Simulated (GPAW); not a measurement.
Runs of GPAW 26.7.0 on GaSb. Symmetry: F-43m, No. 216, cubic system. Conventional cell: a = 6.118 Å, b = 6.118 Å, c = 6.118 Å, α = 90.00°, β = 90.00°, γ = 90.00°. Sb (site symmetry -43m) is surrounded by 4 Ga at 2.65 Å. Around Ga (site symmetry -43m) lie 4 Sb at 2.65 Å. 

```csv
task,level,potentials or basis,spin,k mesh,cutoff (eV),smearing,maxiter,band path,band points,spin axis theta (degrees),spin axis phi (degrees),mesh quality,gap on the mesh (eV),pressure (GPa)
band structure,mBEEF,"GPAW PAW data sets (gpaw-data 1.2.1), pw","SOC, no magnetisation",6 × 6 × 6,600,fermi-dirac 0.05 eV,150,"GXWKGLUWLK,UX",60,90,45,not flagged,-,0.2
band structure,PBEsol,"PAW data sets generated in the run's folder for this functional, pw","SOC, no magnetisation",6 × 6 × 6,600,fermi-dirac 0.05 eV,150,"GXWKGLUWLK,UX",60,90,45,not flagged,-,(a)
single point,YS-PBE0,"GPAW PAW data sets (gpaw-data 1.2.1), pw",off,4 × 4 × 4,450,fermi-dirac 0.05 eV,60,-,-,-,-,coarse,0.38,-
single point,PBE,"GPAW PAW data sets (gpaw-data 1.2.1), pw",off,8 × 8 × 8,600,gaussian 0.013 eV,150,-,-,-,-,not flagged,0.09,2.3
single point,PBE,"GPAW PAW data sets (gpaw-data 1.2.1), pw",off,8 × 8 × 8,600,gaussian 0.022 eV,150,-,-,-,-,not flagged,0.09,2.3
```

Alike in all rows: cell as given.

**Question.** Fill in the values left out.

**Answer.** (a) -0.1.

Caveats: some runs use coarse meshes; spin-orbit coupling is left out, which moves the levels of the heavy elements (some runs); spin-orbit coupling was added after a scalar SCF, so levels and gaps hold it while energy, forces, pressure and moments don't (some runs); this program's spin-orbit splittings come out too wide for heavy elements (some runs); the PAW data sets were made with another functional, which shifts forces and pressure a little (some runs); this crystal is a semiconductor, whose small gap the functional closes, so the metal is an error of the method (some runs); exact exchange converges slowly with the k mesh, and this mesh is small (some runs).

A k mesh can miss the band edges, and rows without SOC leave out spin-orbit coupling on Ga, Sb.
